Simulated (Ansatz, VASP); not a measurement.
BN: VASP beside Ansatz

File INCAR:

```
SYSTEM = BN
  ALGO = Normal
  EDIFF = 1E-6
  ENCUT = 520
  GGA = PS
  ISIF = 2
  ISMEAR = 0
  LASPH = .TRUE.
  LCHARG = .FALSE.
  LREAL = .FALSE.
  LWAVE = .FALSE.
  NBANDS = 11
  NELM = 60
  PREC = Accurate
  SIGMA = 0.05
```

File KPOINTS:

```
k-points
0
G
  12 12 12
  0 0 0
```

File POSCAR:

```
BN
1.0
    0.0000000000      1.6611808892      2.1595351560
    1.6611808892      0.0000000000      2.1595351560
    1.6611808892      1.6611808892      0.0000000000
B N
1 1
Direct
    0.0000000000      0.0000000000      0.0000000000
    0.7500000000      0.7500000000      0.7500000000
```

Input for Ansatz:

```yaml
crystal:
  lattice:
    - [0.0, 1.6611808892, 2.159535156]
    - [1.6611808892, 0.0, 2.159535156]
    - [1.6611808892, 1.6611808892, 0.0]
  atoms:
    - { symbol: B, position: [0.0, 0.0, 0.0] }
    - { symbol: "N", position: [0.75, 0.75, 0.75] }
basis:
  ecutwfc: 420
kpoints:
  mp_grid: { grid: [12, 12, 12] }
hamiltonian:
  xc: pbesol
scf:
  occupations: { method: gaussian, width: 0.05 }
output:
  forces: true
  stress: true
  eigenvalues: true
```

Alike in both runs: task single point; functional PBEsol; k mesh 12 × 12 × 12; occupations gaussian, width 0.05 eV; no spin polarisation.

```csv
,VASP,Ansatz
version,VASP 6.6.1,Ansatz 0.2.0
potentials or method,"VASP PAW PBE potentials, release 64 (B, N)","scalar-relativistic, plane waves, PAW"
plane-wave cutoff (eV),520,420
valence electrons in the cell,8,8
```

```csv
,VASP,Ansatz,Ansatz less VASP
gap on the k mesh at the Fermi level (eV),1.75,1.77,+0.013
least direct gap on the mesh (eV),4.48,4.49,+0.011
pressure (GPa),-4.2,-4.7,-0.48
largest component of the traceless stress (GPa),142.22,142.22,+0.005
```

Caveats: the PAW data sets were made with another functional, which shifts forces and pressure a little (VASP). A k mesh can miss the band edges.
